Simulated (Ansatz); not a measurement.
# Sr: response to strain

Sr is deformed so: z strained by +1.5 % at fixed volume. What stress and forces result, by LAPW, PAW and all-electron datasets made for the crystal?

Method: DFT PBE, scalar-relativistic, in Ansatz 0.2.0.

1 further run of the same task is left out (set aside as unsound or not needed).

## Step 1: Starting point

The structure is cubic, space group Fd-3m (No. 227). Conventional cell: a = 9.618 Å, b = 9.618 Å, c = 9.618 Å, α = 90.00°, β = 90.00°, γ = 90.00°. Sr (site symmetry -43m) is surrounded by 4 Sr at 4.16 Å.

Structure file:

```cif
data_structure
_symmetry_space_group_name_H-M 'P 1'
_symmetry_Int_Tables_number 1
_cell_length_a 6.8011
_cell_length_b 6.8011
_cell_length_c 6.8011
_cell_angle_alpha 60.000
_cell_angle_beta 60.000
_cell_angle_gamma 60.000
_cell_volume 222.45
loop_
_atom_site_label
_atom_site_type_symbol
_atom_site_fract_x
_atom_site_fract_y
_atom_site_fract_z
_atom_site_occupancy
Sr1 Sr 0.00000 0.00000 0.00000 1
Sr2 Sr 0.25000 0.25000 0.25000 1
```

Atoms are numbered in the order of the input: Sr1, Sr2.

## Step 2: After the deformation

Space group Fd-3m before, I4_1/amd after.

## Step 3: LAPW, all electrons

input.yaml reads:

```yaml
crystal:
  lattice:
    - [0.0, 4.7734551148, 4.8812596137]
    - [4.7734551148, 0.0, 4.8812596137]
    - [4.7734551148, 4.7734551148, 0.0]
  atoms:
    - { symbol: Sr, position: [0.0, 0.0, 0.0] }
    - { symbol: Sr, position: [0.25, 0.25, 0.25] }
kpoints:
  mp_grid: { grid: [11, 11, 11] }
scf:
  occupations: { method: fermi_dirac, width: 0.08 }
hamiltonian:
  xc: pbe
  pseudopotentials: { kind: all_electron, lapw: { basis_error: 0.00025 } }
output:
  forces: true
  stress: true
  eigenvalues: true
```

## Step 4: PAW with frozen cores

input.yaml: that of step 3 with these lines changed.

```diff
@@ -14,3 +14,3 @@
   xc: pbe
-  pseudopotentials: { kind: all_electron, lapw: { basis_error: 0.00025 } }
+  pseudopotentials: { kind: paw }
 output:
@@ -19 +19,2 @@
   eigenvalues: true
+  efg: { contact_densities: true }
```

## Step 5: Datasets made for this crystal

input.yaml: that of step 4 with these lines changed.

```diff
@@ -14,3 +14,3 @@
   xc: pbe
-  pseudopotentials: { kind: paw }
+  pseudopotentials: { kind: all_electron, datasets: crystal }
 output:
```

(Steps that only read results are left out.)

What does the calculation give? Wanted: pressure; largest shear or deviatoric stress.

As calculated:

| quantity | value |
| --- | --- |
| pressure | LAPW 0.00, PAW 0.00, crystal datasets 0.00 GPa |
| largest shear or deviatoric stress (LAPW) | 0.05 GPa |

The largest part of the stress beyond the pressure is 0.05 GPa in size, in the zz component; the atoms are carried along and not relaxed. No run of the undeformed cell stands beside it, so the pressure holds what the given cell had before the change. PAW: stress within 0.01 GPa of LAPW. Crystal datasets: stress within 0.01 GPa of LAPW.
